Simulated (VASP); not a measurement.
**Hg: single point with RPBE**

Crystal: Hg.

```
Hg
1.0
    -2.91428    2.91428    2.91428
     2.91428   -2.91428    2.91428
     2.91428    2.91428   -2.91428
Hg
1
Direct
  0.00000 0.00000 0.00000
```

```json
{
 "Program": "VASP 6.6.1",
 "Task": "single point",
 "Functional": "RPBE",
 "Potentials or basis": "VASP PAW PBE potentials, release 64 (Hg)",
 "Cutoff": "520 eV",
 "k mesh": "9 × 9 × 9",
 "Occupations": "fermi-dirac, width 0.1 eV",
 "Spin": "no spin polarisation",
 "Dipole correction": "no",
 "Further INCAR settings": "ALGO = Normal; EDIFF = 1e-06; NBANDS = 12"
}
```

```json
{
 "Pressure": "0.0 GPa",
 "Band gap on the k mesh": "4.09 eV, indirect (least direct gap 4.47 eV)"
}
```

Levels at points of the mesh, in eV from the valence-band top:
```csv
k point,band 2,band 3,band 4,band 5,band 6,band 7,band 8,band 9,band 10,band 11
"(0.00, 0.00, 0.00)",-3.56,-3.56,-3.53,-3.53,-1.09,7.61,7.61,7.61,8.14,11.84
```

It took 11 s on 1 thread of Intel(R) Xeon(R) 6975P-C (Granite Rapids) (shared host), peak memory 0.24 GiB.

Caveat: the PAW data sets were made with another functional, which shifts forces and pressure a little; spin-orbit coupling is left out, which moves the levels of the heavy elements; an odd mesh through Γ misses points on the zone boundary, where band edges often lie. RPBE gaps usually lie below the measured ones, often by a third to a half.
